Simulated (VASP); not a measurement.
# Ti2Si (P4_2/nmc) in VASP: relaxation of cell and atoms with PBE

Aim: the relaxation of cell and atoms of Ti2Si with PBE.

All numbers are computed with VASP 6.6.1; they aren't measurements. Logs are shortened: lines on timing, memory, paths and dates and some standing lists are left out, and cuts for length are marked.

## Step 1: The structure

It takes space group P4_2/nmc (No. 137, tetragonal). Conventional cell: a = 4.688 Å, b = 4.688 Å, c = 4.921 Å, α = 90.00°, β = 90.00°, γ = 90.00°. Around Ti (site symmetry 2mm) lie 2 Ti at 2.46 Å and 4 Si at 2.60 to 2.70 Å. Si (site symmetry -4m2) has 8 Ti at 2.60 to 2.70 Å as nearest neighbours.

The cell was built by a generator and needn't be a form met in nature.

## Step 2: Relaxation of cell and atoms, PBE

INCAR reads:

```
PREC = Normal
ENCUT = 520
EDIFF = 1E-4
ISMEAR = 0
SIGMA = 0.15
LREAL = False
LASPH = True
NELM = 60
ALGO = Fast
ISIF = 3
LWAVE = False
LCHARG = False
GGA = PE
IBRION = 2
NSW = 24
EDIFFG = -0.08
```

KPOINTS reads:

```
Automatic mesh
0
Gamma
  4 4 4
```

POSCAR reads:

```
Ti2Si
1.0
    4.6875315500      0.0000000000      0.0000000000
    0.0000000000      4.6875315500      0.0000000000
    0.0000000000      0.0000000000      4.9207130700
Ti Si
4 2
Direct
    0.0000000000      0.5000000000      0.7707319500
    0.5000000000      0.0000000000      0.2292680500
    0.5000000000      0.0000000000      0.7292680500
    0.0000000000      0.5000000000      0.2707319500
    0.0000000000      0.0000000000      0.5000000000
    0.5000000000      0.5000000000      0.0000000000
```

Potentials or basis: VASP PAW PBE potentials, release 64 (Ti_sv, Si).

Started as:

```bash
$ cat potpaw_PBE.64/Ti_sv/POTCAR potpaw_PBE.64/Si/POTCAR > POTCAR
$ mpirun -np 1 vasp_std > vasp.out
```

OUTCAR:

```text
PREC = Normal
   ENCUT = 520
   EDIFF = 1E-4
   ISMEAR = 0
   LREAL = False
   LASPH = True
   NELM = 60
   ISIF = 3
   GGA = PE
   IBRION = 2
   NSW = 24
   EDIFFG = -0.08

 ion  position               nearest neighbor table
   1  0.000  0.500  0.771-   4 2.46   4 2.46   6 2.60   6 2.60   5 2.70   5 2.70
   2  0.500  0.000  0.229-   3 2.46   3 2.46   6 2.60   6 2.60   5 2.70   5 2.70
   3  0.500  0.000  0.729-   2 2.46   2 2.46   5 2.60   5 2.60   6 2.70   6 2.70
   4  0.000  0.500  0.271-   1 2.46   1 2.46   5 2.60   5 2.60   6 2.70   6 2.70
   5  0.000  0.000  0.500-   3 2.60   4 2.60   4 2.60   3 2.60   1 2.70   1 2.70   2 2.70   2 2.70

   6  0.500  0.500  0.000-   1 2.60   2 2.60   2 2.60   1 2.60   3 2.70   3 2.70   4 2.70   4 2.70

  LATTYP: Found a simple tetragonal cell.
 ALAT       =     4.6875315500
 C/A-ratio  =     1.0497450561

  Lattice vectors:

 A1 = (   4.6875315500,   0.0000000000,   0.0000000000)
 A2 = (   0.0000000000,   4.6875315500,   0.0000000000)
 A3 = (   0.0000000000,   0.0000000000,   4.9207130700)

Analysis of symmetry for initial positions (statically):
=====================================================================
 Subroutine PRICEL returns:
 Original cell was already a primitive cell.

 Routine SETGRP: Setting up the symmetry group for a
 simple tetragonal supercell.

 Subroutine GETGRP returns: Found 16 space group operations
 (whereof  8 operations were pure point group operations)
 out of a pool of 16 trial point group operations.

The static configuration has the point symmetry D_2d.
 The point group associated with its full space group is D_4h.

Analysis of symmetry for dynamics (positions and initial velocities):
=====================================================================
 Subroutine PRICEL returns:
 Original cell was already a primitive cell.

 Routine SETGRP: Setting up the symmetry group for a
 simple tetragonal supercell.

 Subroutine GETGRP returns: Found 16 space group operations
 (whereof  8 operations were pure point group operations)
 out of a pool of 16 trial point group operations.

The dynamic configuration has the point symmetry D_2d.
 The point group associated with its full space group is D_4h.

 Subroutine INISYM returns: Found 16 space group operations
 (whereof  8 operations are pure point group operations),
 and found     1 'primitive' translations

----------------------------------------------------------------------------------------

                                     Primitive cell

  volume of cell :     108.1226

  direct lattice vectors                    reciprocal lattice vectors
     4.687531550  0.000000000  0.000000000     0.213331897  0.000000000  0.000000000
     0.000000000  4.687531550  0.000000000     0.000000000  0.213331897  0.000000000
     0.000000000  0.000000000  4.920713070     0.000000000  0.000000000  0.203222579

  length of vectors
     4.687531550  4.687531550  4.920713070     0.213331897  0.213331897  0.203222579

  position of ions in fractional coordinates (direct lattice)
     0.000000000  0.500000000  0.770731950
     0.500000000  0.000000000  0.229268050
     0.500000000  0.000000000  0.729268050
     0.000000000  0.500000000  0.270731950
     0.000000000  0.000000000  0.500000000
     0.500000000  0.500000000  0.000000000

  ion indices of the primitive-cell ions
   primitive index   ion index
                 1           1
                 2           2
                 3           3
                 4           4
                 5           5
                 6           6

----------------------------------------------------------------------------------------

 KPOINTS: Automatic mesh

Automatic generation of k-mesh.
 Grid dimensions read from file:
 generate k-points for:    4    4    4

 Generating k-lattice:

  Cartesian coordinates                     Fractional coordinates (reciprocal lattice)
     0.053332974  0.000000000  0.000000000     0.250000000  0.000000000  0.000000000
     0.000000000  0.053332974  0.000000000     0.000000000  0.250000000  0.000000000
     0.000000000  0.000000000  0.050805645     0.000000000  0.000000000  0.250000000

  Length of vectors
     0.053332974  0.053332974  0.050805645

  Shift w.r.t. Gamma in fractional coordinates (k-lattice)
     0.000000000  0.000000000  0.000000000

 Subroutine IBZKPT returns following result:
 ===========================================

 Found     18 irreducible k-points:

 Following reciprocal coordinates:
            Coordinates               Weight
  0.000000  0.000000  0.000000      1.000000
  0.250000  0.000000  0.000000      4.000000
  0.500000  0.000000  0.000000      2.000000
  0.250000  0.250000  0.000000      4.000000
  0.500000  0.250000  0.000000      4.000000
  0.500000  0.500000  0.000000      1.000000
[... 10 lines left out ...]
  0.500000  0.250000  0.500000      4.000000
  0.500000  0.500000  0.500000      1.000000
   k-points           NKPTS =     18   k-points in BZ     NKDIM =     18   number of bands    NBANDS=     33
   number of dos      NEDOS =    301   number of ions     NIONS =      6
   total plane-waves  NPLWV =  21952
   dimension x,y,z NGX =    28 NGY =   28 NGZ =   28
   dimension x,y,z NGXF=    56 NGYF=   56 NGZF=   56
   ions per type =               4   2
   NGX,Y,Z   is equivalent  to a cutoff of   9.93,  9.93,  9.46 a.u.
   NGXF,Y,Z  is equivalent  to a cutoff of  19.86, 19.86, 18.92 a.u.
 SYSTEM =  unknown system
   PREC   = normal    normal or accurate (medium, high low for compatibility)
   ISTART =      0    job   : 0-new  1-cont  2-samecut
   ICHARG =      2    charge: 1-file 2-atom 10-const
   ISPIN  =      1    spin polarized calculation?
   LNONCOLLINEAR =      F non collinear calculations
   LSORBIT =      F    spin-orbit coupling
   LASPH  =      T    aspherical Exc in radial PAW
   ENCUT  =  520.0 eV  38.22 Ry    6.18 a.u.   8.72  8.72  9.15*2*pi/ulx,y,z
   NELM   =     60;   NELMIN=  2; NELMDL= -5     # of ELM steps
   EDIFF  = 0.1E-03   stopping-criterion for ELM
   LREAL  =      F    real-space projection
   EDIFFG = -.8E-01   stopping-criterion for IOM
   NSW    =     24    number of steps for IOM
   IBRION =      2    ionic relax: 0-MD 1-quasi-New 2-CG
   NFREE  =      1    steps in history (QN), initial steepest desc. (CG)
   ISIF   =      3    stress and relaxation
   ISYM   =      2    0-nonsym 1-usesym 2-fastsym
   POTIM  = 0.5000    time-step for ionic-motion
   TEBEG  =    0.0;   TEEND  =   0.0 temperature during run
   PSTRESS=    0.0 pullay stress
   NELECT =      56.0000    total number of electrons
   NUPDOWN=      -1.0000    fix difference up-down
   EMIN   =  10.00;   EMAX   =-10.00  energy-range for DOS
   EFERMI =   0.00;   METHOD = LEGACY
   ISMEAR =     0;   SIGMA  =   0.15  broadening in eV -4-tet -1-fermi 0-gaus
   EFERMI_NEDOS =   21; number of points for ismear=-14 and -15
   IALGO  =     68    algorithm
   IMIX   =      4    mixing-type and parameters
     AMIX     =   0.40;   BMIX     =  1.00
     AMIX_MAG =   1.60;   BMIX_MAG =  1.00
  volume/ion in A,a.u.               =      18.02       121.61
  Fermi-wavevector in a.u.,A,eV,Ry     =   1.314716  2.484453 23.517381  1.728479
  Thomas-Fermi vector in A             =   2.444950
   LORBIT       =      0    0 simple, 1 ext, 2 COOP (PROOUT), +10 PAW based schemes
   GGA     = PE    functional components
   LHFCALC =     F    Hartree Fock is set to
   AEXX    =    0.0000 exact exchange contribution
   IVDW    =     0    specifies the selected vdW correction
   LEPSILON=     F    determine dielectric tensor
   LRPA    =     F    only Hartree local field effects (RPA)
 conjugate gradient relaxation of ions
 non-spin polarized calculation
 RMM-DIIS sequential band-by-band and
 Gauss-broadening in eV      SIGMA  =   0.15
  energy-cutoff  :      520.00
  volume of cell :      108.12
 maximum number of plane-waves:      2939
   NGX = 17   NGY = 17   NGZ = 19

--------------------------------------- Ionic step        1  -------------------------------------------

 number of electron      56.0000020 magnetization

 Free energy of the ion-electron system (eV)
  ---------------------------------------------------
  ext. energy  EPLUGINS =         0.00000000
  ---------------------------------------------------
  free energy    TOTEN  =       -42.95899810 eV

  energy without entropy =      -42.91574513  energy(sigma->0) =      -42.93737162

------------------------ aborting loop because EDIFF is reached ----------------------------------------

  FORCE on cell =-STRESS in cart. coord.  units (eV):
  Direction    XX          YY          ZZ          XY          YZ          ZX
  --------------------------------------------------------------------------------------
  -------------------------------------------------------------------------------------
  Total       -5.3717337     -5.3717337      5.0331071      0.0000000      0.0000000      0.0000000
  in kB      -79.5991822    -79.5991822     74.5813604      0.0000000      0.0000000      0.0000000
  external PRESSURE =     -28.2056680 kB  Pullay stress =       0.0000000 kB
[... 101 lines left out ...]
  FREE ENERGIE OF THE ION-ELECTRON SYSTEM (eV)
  ---------------------------------------------------
  free  energy   TOTEN  =       -43.5066850087 eV

  energy  without entropy=      -43.4608945920  energy(sigma->0) =      -43.48378980

[... ionic steps 4 to 14 ...]

--------------------------------------- Ionic step       15  -------------------------------------------

 number of electron      55.9999983 magnetization

------------------------ aborting loop because EDIFF is reached ----------------------------------------

  FORCE on cell =-STRESS in cart. coord.  units (eV):
  Direction    XX          YY          ZZ          XY          YZ          ZX
  --------------------------------------------------------------------------------------
  -------------------------------------------------------------------------------------
  Total       -0.3312740     -0.3312740      0.4876573      0.0000000      0.0000000     -0.0000000
  in kB       -4.9929770     -4.9929770      7.3499941      0.0000000      0.0000000     -0.0000000
  external PRESSURE =      -0.8786533 kB  Pullay stress =       0.0000000 kB
[... 65 lines left out ...]
  energy  without entropy=      -44.0085763231  energy(sigma->0) =      -44.06112102

--------------------------------------- Ionic step       17  -------------------------------------------

 number of electron      55.9999908 magnetization

 Free energy of the ion-electron system (eV)
  ---------------------------------------------------
  ext. energy  EPLUGINS =         0.00000000
  ---------------------------------------------------
  free energy    TOTEN  =       -44.11873808 eV

  energy without entropy =      -44.01152027  energy(sigma->0) =      -44.06512917

 E-fermi :   7.5540     XC(G=0): -10.8795

 val. band max:        7.5439775830   @ k =   0.2500   0.2500   0.0000
 cond. band min:       7.5593253504   @ k =   0.2500   0.2500   0.5000
 fundamental gap:      0.0153477673
 Fermi energy:         7.5539589952

 k-point     1 :       0.0000    0.0000    0.0000
  band No.  band energies     occupation
      1     -49.2467      2.00000
      2     -49.2069      2.00000
      3     -49.1927      2.00000
      4     -49.1547      2.00000
      5     -25.6709      2.00000
      6     -25.6197      2.00000
[... 670 lines left out ...]
  FREE ENERGIE OF THE ION-ELECTRON SYSTEM (eV)
  ---------------------------------------------------
  free  energy   TOTEN  =       -44.1187380766 eV

  energy  without entropy=      -44.0115202687  energy(sigma->0) =      -44.06512917

 reached required accuracy - stopping structural energy minimisation
```

Run time: 19 min. Hardware: 1 thread of AMD EPYC 7R43 (Zen 3), shared host; peak memory 0.17 GiB.

What came out:

```yaml
Free_energy: -44.1187 eV
Relaxed_volume: 17.74 Å³/atom
Relaxed_cell: a = 4.267 Å, b = 4.267 Å, c = 5.848 Å, α = 90.00°, β = 90.00°, γ = 90.00°
Space_group_after_relaxing_to_0.05_Å: I4/mmm (No. 139)
Energy_gained_by_relaxing: 193.3 meV/atom
Ionic_steps: 17
Pressure_after_relaxing: -0.2 GPa
Largest_force_after_relaxing: 0.005 eV/Å
Band_gap_on_the_k_mesh: none (metal or under the smearing width)
```

Forces in eV/Å, atoms in the order of the input:
```
Ti   0.000  0.000  0.005
Ti   0.000  0.000 -0.005
Ti   0.000  0.000 -0.005
Ti   0.000  0.000  0.005
Si   0.000  0.000  0.000
Si   0.000  0.000  0.000
```

Stress tensor (GPa, compression positive):
```
-0.49  0.00  0.00
 0.00 -0.49  0.00
 0.00  0.00  0.31
```

The path:
| step | energy change (eV) | largest force (eV/Å) | pressure (GPa) | volume (Å³) |
| --- | --- | --- | --- | --- |
| 1 | 0.0000 | 0.0432 | -2.82 | 108.12 |
| 2 | -0.4741 | 0.2360 | 4.08 | 102.99 |
| 3 | -0.5477 | 0.4757 | 14.56 | 96.14 |
| 4 | -0.6231 | 0.3884 | 11.31 | 98.80 |
| 5 | -0.8216 | 0.3941 | 8.09 | 100.06 |
| 6 | -0.9962 | 0.4453 | 5.16 | 102.11 |
| 7 | -1.0232 | 0.4572 | 4.08 | 102.99 |
| 8 | -1.0295 | 0.4904 | 3.10 | 103.82 |
| 9 | -1.0674 | 0.4242 | 1.60 | 105.05 |
| 10 | -1.0983 | 0.3611 | -0.79 | 107.30 |
| 11 | -1.0993 | 0.3278 | -1.46 | 107.68 |
| 12 | -1.1168 | 0.2962 | -1.02 | 107.27 |
| 13 | -1.1425 | 0.1425 | 0.20 | 106.04 |
| 14 | -1.1431 | 0.1344 | 0.41 | 105.92 |
| 15 | -1.1492 | 0.1021 | -0.09 | 106.30 |
| 16 | -1.1547 | 0.0322 | -0.73 | 107.05 |
| 17 | -1.1597 | 0.0047 | -0.22 | 106.47 |

Final structure:
```
Ti Si
1.0
     4.26687    0.00000    0.00000
     0.00000    4.26687    0.00000
     0.00000    0.00000    5.84798
Ti Si
4 2
Cartesian
  4.2669 2.1334 4.3881
  2.1334 0.0000 1.4599
  2.1334 0.0000 4.3839
  4.2669 2.1334 1.4641
  0.0000 0.0000 2.9240
  2.1334 2.1334 0.0000
```

Levels at points of the mesh, in eV from the Fermi level:
```csv
k point,band 26,band 27,band 28,band 29,band 30,band 31
"(0.00, 0.00, 0.00)",-1.17,-1.14,-0.87,-0.32,1.45,1.45
"(0.50, 0.00, 0.00)",-0.79,-0.10,-0.10,0.39,0.39,0.75
"(0.50, 0.50, 0.00)",-1.29,-0.72,-0.72,-0.43,-0.43,1.15
"(0.00, 0.00, 0.50)",-0.81,-0.78,-0.78,0.73,0.73,1.48
"(0.50, 0.00, 0.50)",-0.02,0.09,0.09,0.90,0.91,0.94
"(0.50, 0.50, 0.50)",-0.99,-0.04,-0.04,-0.04,-0.04,1.15
```

Caveat: the relaxation stopped at a loose force limit of 0.08 eV/Å, so its end isn't a converged minimum.
